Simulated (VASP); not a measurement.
VASP input:

**INCAR**
```
SYSTEM = NaBr
PREC = Accurate
ENCUT = 400
EDIFF = 1E-6
NELM = 25
ALGO = VeryFast
LREAL = .FALSE.
LASPH = .TRUE.
ISMEAR = 0
SIGMA = 0.05
GGA = PE
LMAXMIX = 4
LWAVE = .FALSE.
LCHARG = .FALSE.
ISIF = 2
HFSCREEN = 0.2
AEXX = 0.25
LHFCALC = .TRUE.
PRECFOCK = Fast
ISYM = 3
```

**POSCAR**
```
NaBr
1
    0.0000000000     2.9850000000     2.9850000000
    2.9850000000     0.0000000000     2.9850000000
    2.9850000000     2.9850000000     0.0000000000
Na Br
1 1
Direct
  0.0000000000   0.0000000000   0.0000000000
  0.5000000000   0.5000000000   0.5000000000
```

KPOINTS:
```
Automatic mesh
0
Gamma
2 2 2
0 0 0
```

POTCAR, in this order: Na_pv Br (PBE.64 set). Program: vasp_std.

What VASP printed:

File standard output:
```
 POSCAR found type information on POSCAR NaBr
 POSCAR found :  2 types and       2 ions
 Reading from existing POTCAR
 Reading from existing POTCAR
 LDA part: xc-table for (Slater+PW92), standard interpolation
 POSCAR, INCAR and KPOINTS ok, starting setup
 WAVECAR not read
 entering main loop
       N       E                     dE             d eps       ncg     rms          rms(c)
RMM:   1    -0.587523956603E+03   -0.58752E+03   -0.52705E+03    33   0.884E+02
RMM:   2    -0.628466531989E+03   -0.40943E+02   -0.18927E+03    33   0.270E+02
RMM:   3    -0.624135015453E+03    0.43315E+01   -0.25674E+02    33   0.137E+02
RMM:   4    -0.627177409712E+03   -0.30424E+01   -0.90946E+01    33   0.987E+01
RMM:   5    -0.627112508153E+03    0.64902E-01   -0.30852E+01    33   0.548E+01
RMM:   6    -0.626398863670E+03    0.71364E+00   -0.18981E+01    33   0.408E+01
RMM:   7    -0.626207767652E+03    0.19110E+00   -0.13506E+01    33   0.309E+01
RMM:   8    -0.626063805978E+03    0.14396E+00   -0.14772E+01    33   0.333E+01
RMM:   9    -0.625390478486E+03    0.67333E+00   -0.67172E+00    99   0.325E+01
RMM:  10    -0.625353021007E+03    0.37457E-01   -0.16442E+00    97   0.747E+00
RMM:  11    -0.625419945643E+03   -0.66925E-01   -0.17426E+00   101   0.627E+00
RMM:  12    -0.625496045814E+03   -0.76100E-01   -0.16148E+00    99   0.624E+00    0.576E+00
RMM:  13     0.616000573111E+02    0.68710E+03   -0.20231E+01   113   0.383E+01    0.508E+00
RMM:  14     0.596889885266E+02   -0.19111E+01   -0.20879E+00    94   0.111E+01    0.221E+00
RMM:  15     0.600757992970E+02    0.38681E+00   -0.16511E+00    92   0.739E+00    0.119E+00
RMM:  16     0.601797864370E+02    0.10399E+00   -0.16600E+00   102   0.687E+00    0.685E-01
RMM:  17     0.602296930130E+02    0.49907E-01   -0.16382E+00   101   0.677E+00    0.401E-01
RMM:  18     0.602339943688E+02    0.43014E-02   -0.16201E+00   105   0.709E+00    0.236E-01
RMM:  19     0.602451852636E+02    0.11191E-01   -0.16096E+00   108   0.677E+00    0.149E-01
RMM:  20     0.602494866829E+02    0.43014E-02   -0.15956E+00   104   0.672E+00    0.892E-02
RMM:  21     0.602480156590E+02   -0.14710E-02   -0.15875E+00   105   0.684E+00    0.600E-02
RMM:  22     0.602507416390E+02    0.27260E-02   -0.15749E+00   110   0.673E+00    0.361E-02
RMM:  23     0.602488562448E+02   -0.18854E-02   -0.15721E+00   109   0.669E+00    0.275E-02
RMM:  24     0.602486592445E+02   -0.19700E-03   -0.15652E+00   116   0.664E+00    0.205E-02
RMM:  25     0.602496837114E+02    0.10245E-02   -0.15633E+00   117   0.668E+00

 -----------------------------------------------------------------------------
|                                                                             |
|           W    W    AA    RRRRR   N    N  II  N    N   GGGG   !!!           |
|           W    W   A  A   R    R  NN   N  II  NN   N  G    G  !!!           |
|           W    W  A    A  R    R  N N  N  II  N N  N  G       !!!           |
|           W WW W  AAAAAA  RRRRR   N  N N  II  N  N N  G  GGG   !            |
|           WW  WW  A    A  R   R   N   NN  II  N   NN  G    G                |
|           W    W  A    A  R    R  N    N  II  N    N   GGGG   !!!           |
|                                                                             |
|     The electronic self-consistency was not achieved in the given           |
|     number of steps (NELM). The forces and other quantities evaluated       |
|     might not be reliable so examine the results carefully. If you find     |
|     spurious results, we suggest increasing NELM, if you were close to      |
|     convergence or switching to a different ALGO or adjusting the           |
|     density mixing parameters otherwise.                                    |
|                                                                             |
 -----------------------------------------------------------------------------

   1 F= 0.60249684E+02 E0= 0.60249684E+02  d E =-.223467E-17
```

### OUTCAR
```
------------------------ aborting loop EDIFF was not reached (unconverged)  ----------------------------
  FORCE on cell =-STRESS in cart. coord.  units (eV):
  Direction    XX          YY          ZZ          XY          YZ          ZX
  --------------------------------------------------------------------------------------
  Total      -63.0749603    -63.0749603    -63.0749603      0.0000000      0.0000000      0.0000000
  in kB    -1899.7854885  -1899.7854885  -1899.7854885      0.0000000      0.0000000      0.0000000
  external PRESSURE =   -1899.7854885 kB  Pullay stress =       0.0000000 kB
  volume of cell :       53.19
      direct lattice vectors                 reciprocal lattice vectors
     0.000000000  2.985000000  2.985000000    -0.167504188  0.167504188  0.167504188
     2.985000000  0.000000000  2.985000000     0.167504188 -0.167504188  0.167504188
     2.985000000  2.985000000  0.000000000     0.167504188  0.167504188 -0.167504188
 POSITION                                       TOTAL-FORCE (eV/Angst)
 -----------------------------------------------------------------------------------
      0.00000      0.00000      0.00000         0.000000     -0.000000      0.000000
      2.98500      2.98500      2.98500        -0.000000      0.000000     -0.000000
 -----------------------------------------------------------------------------------
    total drift:                               -0.006128     -0.006542     -0.009833
  FREE ENERGIE OF THE ION-ELECTRON SYSTEM (eV)
  ---------------------------------------------------
  free  energy   TOTEN  =        60.2496837114 eV

  energy  without entropy=       60.2496837114  energy(sigma->0) =       60.24968371

  exchange ACFDT corr.  =        -0.00000000  see jH, gK, PRB 81, 115126
```
(Selected blocks of OUTCAR.)

### Question
From input and log, find the fault in this run and mend it.

### Answer
The cause: a hybrid functional was run with ALGO = VeryFast. Convergence was not reached. Against the sound run, the energy per atom (σ→0) increases by 33.568 eV/atom; the pressure falls by 191.87 GPa; the band gap drops by 2.29 eV. To mend it, set ALGO = Normal.

The mended run (HSE06 screened hybrid, plane waves, VASP's PBE PAW potentials (set 64)) converges, and its OSZICAR ends with
```
   1 F= -.68856221E+01 E0= -.68856221E+01  d E =-.768281E-16
```

The compound is NaBr in the rock salt structure. The cell was not relaxed at this level.
